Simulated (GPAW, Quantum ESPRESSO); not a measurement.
Given: the input of a run of Quantum ESPRESSO 7.5 (ASE script) on Al. This isn't the form of Al at room conditions, which is fcc.

run.py

```python
import numpy as np
from ase.calculators.espresso import Espresso, EspressoProfile
from ase.io import read

atoms = read('Al.xyz')

input_data = {
    'control': {'calculation': 'scf', 'prefix': 'pwscf', 'outdir': './tmp', 'tprnfor': True, 'tstress': True, 'disk_io': 'nowf'},
    'system': {'ecutwfc': 55.0, 'ecutrho': 440.0, 'nbnd': 8, 'occupations': 'smearing', 'smearing': 'fd', 'degauss': 0.00367493},
    'electrons': {'conv_thr': 4e-10, 'electron_maxstep': 120, 'mixing_beta': 0.5},
}
pseudopotentials = {'Al': 'Al.pbe-n-kjpaw_psl.1.0.0.UPF'}
profile = EspressoProfile(command='pw.x', pseudo_dir='pseudo')
dft = Espresso(profile=profile, input_data=input_data, pseudopotentials=pseudopotentials, kpts=(7, 7, 10), koffset=(0, 0, 0))
atoms.calc = dft

print(f'energy {atoms.get_potential_energy():.8f} eV')
print('forces (eV/A)')
print(np.round(atoms.get_forces(), 6))
print('stress (eV/A^3, Voigt)')
print(np.round(atoms.get_stress(), 8))
print(f'Fermi level {dft.get_fermi_level():.4f} eV')
```

Al.xyz

```xyz
2
Lattice="4.4916000000 0.0000000000 0.0000000000 -2.2458000000 3.8898400000 0.0000000000 0.0000000000 0.0000000000 2.7226000000" Properties=species:S:1:pos:R:3 pbc="T T T"
Al    -0.0000224580      2.5932396328      0.0000000000
Al     2.2458224580      1.2966003672      0.0000000000
```

Potentials or basis: SSSP 1.3 efficiency PBE.

The run is started by

```bash
$ OMP_NUM_THREADS=1 python run.py
```

Set up the same calculation for GPAW 26.7.0. Potentials or basis there: GPAW PAW data sets (gpaw-data 1.2.1), cutoff 600 eV.

As run (cutoffs and basis follow the program's own potentials, and thresholds, step limits or extra output files can differ):

The input run.py:

```python
from ase.io import read
from gpaw import PW
from gpaw.dft import DFT

atoms = read('Al.cif')

dft = DFT(atoms,
          mode=PW(600),
          xc='PBE',
          kpts={'size': (7, 7, 10), 'gamma': True},
          occupations={'name': 'fermi-dirac', 'width': 0.05},
          nbands=10,
          convergence={'density': 1e-05, 'energy': 1e-05},
          maxiter=150,
          txt='gpaw.txt')
print(f'Energy: {dft.calculate_energy():.6f} eV')
print('Forces (eV/A):')
print(dft.calculate_forces().round(4))
print('Stress (eV/A^3):', dft.calculate_stress().round(6))
dft.write_gpw_file('gs.gpw')
```

Al.cif

```cif
data_Al
_cell_length_a 4.49160013
_cell_length_b 4.49160013
_cell_length_c 2.72260000
_cell_angle_alpha 90.00000000
_cell_angle_beta 90.00000000
_cell_angle_gamma 120.00000000
_space_group_name_H-M_alt 'P1'
_space_group_name_Hall 'P 1'
_space_group_IT_number 1
loop_
_space_group_symop_operation_xyz
'x,y,z'
loop_
_atom_site_label
_atom_site_type_symbol
_atom_site_symmetry_multiplicity
_atom_site_Wyckoff_symbol
_atom_site_fract_x
_atom_site_fract_y
_atom_site_fract_z
_atom_site_occupancy
Al1 Al 1 a 0.3333300000 0.6666700000 0.0000000000 1
Al2 Al 1 a 0.6666633333 0.3333366667 0.0000000000 1
```

Potentials or basis: GPAW PAW data sets (gpaw-data 1.2.1), pw.

Run with:

```bash
$ OMP_NUM_THREADS=1 python run.py
```

Both were run:

|  | Quantum ESPRESSO | GPAW |
| --- | --- | --- |
| Pressure | 1.6 GPa | 1.7 GPa |

Pressure is positive in compression.
